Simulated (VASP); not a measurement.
Runs of VASP 6.6.1 on PbSe (Clausthalite). The structure is cubic, space group Fm-3m (No. 225). Conventional cell: a = 6.121 Å, b = 6.121 Å, c = 6.121 Å, α = 90.00°, β = 90.00°, γ = 90.00°. Pb (site symmetry m-3m) is surrounded by 6 Se at 3.06 Å. Around Se (site symmetry m-3m) lie 6 Pb at 3.06 Å. 

```csv
task,level,potentials or basis,spin,cell,k mesh,cutoff (eV),mesh quality,gap on the mesh (eV),pressure (GPa),relaxed volume (Å³/atom)
relaxation of cell and atoms,PBE+D3(BJ),"VASP PAW PBE potentials, release 64 (Pb_d, Se)",off,relaxed,8 × 8 × 8,600,not flagged,0.31,0.0,28.86
single point,PBEsol,"VASP PAW PBE potentials, release 64 (Pb_d, Se)",off,as given,6 × 6 × 6,520,not flagged,0.20,(a),-
relaxation of cell and atoms,RPBE,"VASP PAW PBE potentials, release 64 (Pb_d, Se)",off,relaxed,8 × 8 × 8,600,not flagged,0.63,0.0,31.18
relaxation of cell and atoms,PBEsol,"VASP PAW PBE potentials, release 64 (Pb_d, Se)",off,relaxed,8 × 8 × 8,600,not flagged,0.17,0.0,28.43
single point,PBE,"VASP PAW PBE potentials, release 64 (Pb_d, Se)",off,as given,6 × 6 × 6,520,not flagged,0.29,2.4,-
relaxation of cell and atoms,LDA,"VASP PAW LDA potentials, release 64 (Pb_d, Se)",off,relaxed,8 × 8 × 8,600,not flagged,0.03,0.0,27.62
relaxation of cell and atoms,PBE,"VASP PAW PBE potentials, release 64 (Pb, Se)",off,relaxed,4 × 4 × 4,300,coarse,(c),0.0,29.87
relaxation of cell and atoms,r2SCAN,"VASP PAW PBE potentials, release 64 (Pb_d, Se)",off,relaxed,8 × 8 × 8,600,not flagged,0.67,0.0,29.48
single point,LDA,"VASP PAW LDA potentials, release 64 (Pb_d, Se)",off,as given,6 × 6 × 6,520,not flagged,(b),-2.0,-
band structure,PBE,"VASP PAW PBE potentials, release 64 (Pb_d, Se)",off,as given,8 × 8 × 8,520,not flagged,0.29,2.4,-
band structure,TB-mBJ,"VASP PAW PBE potentials, release 64 (Pb_d, Se)",off,as given,8 × 8 × 8,520,not flagged,0.86,-,-
```

Alike in all rows: smearing gaussian 0.03 eV.

Q: Estimate the missing entries.

A: (a) -0.5; (b) 0.16; (c) 0.42.

Caveats: some runs use coarse meshes; spin-orbit coupling is left out, which as a rule narrows the gap of such compounds by several tenths of an eV; the PAW data sets were made with another functional, which shifts forces and pressure a little (some runs).

A k mesh can miss the band edges, and the runs leave out spin-orbit coupling on Pb, Se.

Not every run made on this cell is shown here.
